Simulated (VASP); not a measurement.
# MgO (Periclase): relaxation of the atoms with r2SCAN

The system is MgO (Periclase).

```
Mg O
1.0
     0.00000    2.06808    2.06808
     2.06808    0.00000    2.06808
     2.06808    2.06808    0.00000
Mg O
1 1
Direct
  0.00000 0.00000 0.00000
  0.50000 0.50000 0.50000
```

The cell isn't the ideal one: a relaxed cell with its volume scaled by 0.96.

```
Program                : VASP 6.6.1
Task                   : relaxation of the atoms
Functional             : r2SCAN
Potentials or basis    : VASP PAW PBE potentials, release 64 (Mg, O)
Cutoff                 : 600 eV
k mesh                 : 12 × 12 × 12
Occupations            : gaussian, width 0.03 eV
Spin                   : no spin polarisation
Further INCAR settings : ALGO = Normal; EDIFF = 1e-07; IBRION = 2; EDIFFG = -0.01; NSW = 40
```

- Pressure after relaxing: 7.6 GPa
- Band gap on the k mesh: 6.18 eV, direct

Final structure:
```
Mg O
1.0
     0.00000    2.06808    2.06808
     2.06808    0.00000    2.06808
     2.06808    2.06808    0.00000
Mg O
1 1
Direct
  0.00000 0.00000 0.00000
  0.50000 0.50000 0.50000
```

Levels at points of the mesh, in eV from the valence-band top:
```tsv
k point	band 1	band 2	band 3	band 4	band 5	band 6	band 7	band 8
(0.00, 0.00, 0.00)	-18.49	0.00	0.00	0.00	6.18	17.16	17.16	17.16
(0.50, 0.00, 0.00)	-17.10	-4.86	-0.74	-0.74	9.17	14.47	18.01	18.01
(0.50, 0.50, 0.00)	-16.83	-4.33	-1.45	-1.45	10.11	11.69	14.91	21.26
```

Run time: 3.4 min on 1 thread of AMD EPYC 7R43 64-Core Processor (Zen 3) (shared host), peak memory 0.11 GiB.

Caveat: the relaxation stopped at its first step, so nothing moved; the PAW data sets were made with another functional, which shifts forces and pressure a little. A k mesh can miss the band edges.
